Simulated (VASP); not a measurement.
# Ru: convergence, density of states

Ru, P6_3/mmc (no. 194), 2 atoms in the cell. PBE; PAW potentials Ru_pv (PBE set). VASP 6.6.1.

Wanted: density of states by 0.5 eV bins within 8 %; centre of the states within 12 eV below the valence top within 0.03 eV; states at the Fermi level within 8 %.

What the run is for: density of states; Accuracy asked: standard; k mesh of the density: 13 × 13 × 7.

POSCAR:
```
Ru
1.0
    2.7058000000      0.0000000000      0.0000000000
   -1.3529000000      2.3432915376      0.0000000000
    0.0000000000      0.0000000000      4.2819000000
Ru
2
Direct
    0.6666666667      0.3333333333      0.7500000000
    0.3333333333      0.6666666667      0.2500000000
```

The series start from Plane-wave cutoff (eV): 280; k-point mesh: 15 × 15 × 9; Energy points (NEDOS): 2001; Occupations for the DOS: ISMEAR=-5; Electronic threshold (eV): 1e-6; Precision mode (PREC): Accurate. Each series keeps the choices made before it, and each single choice may use up half of a tolerance. Times cover all steps of a run.

## Plane-wave cutoff (eV)

| Plane-wave cutoff (eV) | Density of states by 0.5 eV bins, largest deviation against the largest value | Centre of the states within 12 eV below the valence top (eV) | States at the Fermi level (states/eV/atom) | Time (s) |
|---|---|---|---|---|
| 190 | 10 % | -3.166 | 0.8354 | 18 |
| 240 | 3.9 % | -3.224 | 0.8157 | 25 |
| 280 | 0.82 % | -3.227 | 0.8147 | 25 |
| 310 | 0.67 % | -3.226 | 0.8149 | 33 |
| 380 | 0.35 % | -3.224 | 0.8157 | 46 |
| 480 (reference) | 0 % | -3.224 | 0.8158 | 54 |

Chosen: 240, the loosest value from which every tighter one stays within half of the tolerance.

## k-point mesh

| k-point mesh | Density of states by 0.5 eV bins, largest deviation against the largest value | Centre of the states within 12 eV below the valence top (eV) | States at the Fermi level (states/eV/atom) | Time (s) |
|---|---|---|---|---|
| 6 × 6 × 4 | 30 % | -3.260 | 0.9357 | 17 |
| 8 × 8 × 5 | 14 % | -3.232 | 0.9116 | 16 |
| 10 × 10 × 6 | 10 % | -3.222 | 0.902 | 18 |
| 13 × 13 × 7 | 7.3 % | -3.227 | 0.852 | 20 |
| 15 × 15 × 9 | 4.7 % | -3.224 | 0.8157 | 25 |
| 18 × 18 × 10 | 4.4 % | -3.225 | 0.8179 | 31 |
| 23 × 23 × 13 | 1.5 % | -3.225 | 0.8254 | 42 |
| 27 × 27 × 15 (reference) | 0 % | -3.226 | 0.8299 | 58 |

Chosen: 23 × 23 × 13.

## Energy points (NEDOS)

| Energy points (NEDOS) | Density of states by 0.5 eV bins, largest deviation against the largest value | Centre of the states within 12 eV below the valence top (eV) | States at the Fermi level (states/eV/atom) | Time (s) |
|---|---|---|---|---|
| 301 | 2 % | -3.224 | 0.8232 | 42 |
| 501 | 1 % | -3.232 | 0.8229 | 46 |
| 1001 | 0.21 % | -3.225 | 0.8332 | 46 |
| 2001 | 0.077 % | -3.225 | 0.8254 | 42 |
| 4001 (reference) | 0 % | -3.224 | 0.8249 | 46 |

Chosen: 301.

## Occupations for the DOS

| Occupations for the DOS | Density of states by 0.5 eV bins, largest deviation against the largest value | Centre of the states within 12 eV below the valence top (eV) | States at the Fermi level (states/eV/atom) | Time (s) |
|---|---|---|---|---|
| ISMEAR=-5 | 0 % | -3.224 | 0.8232 | 42 |
| ISMEAR=-4 | 0 % | -3.224 | 0.8232 | 42 |
| ISMEAR=0 SIGMA=0.05 | 6.4 % | -3.212 | 0.7754 | 39 |
| ISMEAR=0 SIGMA=0.1 | 6.4 % | -3.214 | 0.7337 | 41 |
| ISMEAR=-15 SIGMA=0.025 | 0.035 % | -3.224 | 0.8232 | 48 |
| ISMEAR=1 SIGMA=0.1 | 5.9 % | -3.216 | 0.728 | 37 |

Chosen: ISMEAR=-5; no other choice that stays within half of the tolerance saves 30 % of the time.

## Electronic threshold (eV)

| Electronic threshold (eV) | Density of states by 0.5 eV bins, largest deviation against the largest value | Centre of the states within 12 eV below the valence top (eV) | States at the Fermi level (states/eV/atom) | Time (s) |
|---|---|---|---|---|
| 0.001 | 0.16 % | -3.223 | 0.8232 | 42 |
| 0.0001 | 0.38 % | -3.223 | 0.8232 | 46 |
| 1e-5 | 0.38 % | -3.223 | 0.8232 | 46 |
| 1e-6 (reference) | 0 % | -3.224 | 0.8232 | 42 |

Chosen: 0.001.

## Precision mode (PREC)

| Precision mode (PREC) | Density of states by 0.5 eV bins, largest deviation against the largest value | Centre of the states within 12 eV below the valence top (eV) | States at the Fermi level (states/eV/atom) | Time (s) |
|---|---|---|---|---|
| Normal | 0.17 % | -3.224 | 0.823 | 30 |
| Accurate (reference) | 0 % | -3.223 | 0.8232 | 42 |

Chosen: Normal.

## All choices together

| Input | Density of states by 0.5 eV bins, largest deviation against the largest value | Centre of the states within 12 eV below the valence top (eV) | States at the Fermi level (states/eV/atom) | Time (s) |
|---|---|---|---|---|
| defaults for smearing, thresholds and mesh (naive) | 29 % | -3.145 | 1.224 | 14 |
| chosen settings | 2.5 % | -3.224 | 0.823 | 30 |
| reference settings throughout | 0 % | -3.224 | 0.8303 | 160 |

The tolerance is met.

## The input

INCAR.step1:
```
SYSTEM = Ru
GGA      = PE             ! functional
ISMEAR   = 1              ! smearing method
SIGMA    = 0.1            ! smearing width, eV
LWAVE    = .False.        ! write WAVECAR
LCHARG   = .True.         ! write CHGCAR
NBANDS   = 30             ! bands
PREC     = Normal         ! precision mode
LASPH    = .True.         ! aspherical terms in the spheres
LREAL    = .False.        ! projectors in reciprocal space
ALGO     = Normal         ! electronic algorithm
EDIFF    = 0.001          ! SCF threshold, eV
NELM     = 120            ! most SCF steps
GGA_COMPAT= .False.      
ENCUT    = 240            ! plane-wave cutoff, eV
LMAXMIX  = 4              ! l up to which the mixer works
```

INCAR.step2, as INCAR.step1 but for:
```
- ISMEAR = 1
- SIGMA = 0.1
- LCHARG = .True.
+ ISMEAR = -5
+ LCHARG = .False.
+ NEDOS = 301
+ LORBIT = 11
+ EMIN = -1.0864
+ EMAX = 20.9136
+ ICHARG = 11
```

KPOINTS.step1:
```
k-points
0
Gamma
  13 13 7
```

KPOINTS.step2:
```
Automatic mesh
0
Gamma
  23 23 13
  0 0 0
```

Commands (each step's output is kept before the next begins):
```
cat potpaw_PBE.64/Ru_pv/POTCAR > POTCAR
cp INCAR.step1 INCAR
cp KPOINTS.step1 KPOINTS
mpirun -np 1 vasp_std > vasp.out
cp INCAR.step2 INCAR
cp KPOINTS.step2 KPOINTS
mpirun -np 1 vasp_std > vasp.out
```

The chosen input took VASP 6.6.1 30 s on 1 core (Intel Xeon Platinum 8488C (Sapphire Rapids)), a shared host.

## An input that fails: tetrahedra on too few k points

VASP's message: IBZKPT: tetrahedron method fails for NKPT<4. NKPT = 1.

k mesh: 15 × 15 × 9 becomes 1 × 1 × 1.

Changes against the starting input:
```
(step 2)
- NELM = 120
+ NELM = 77
```
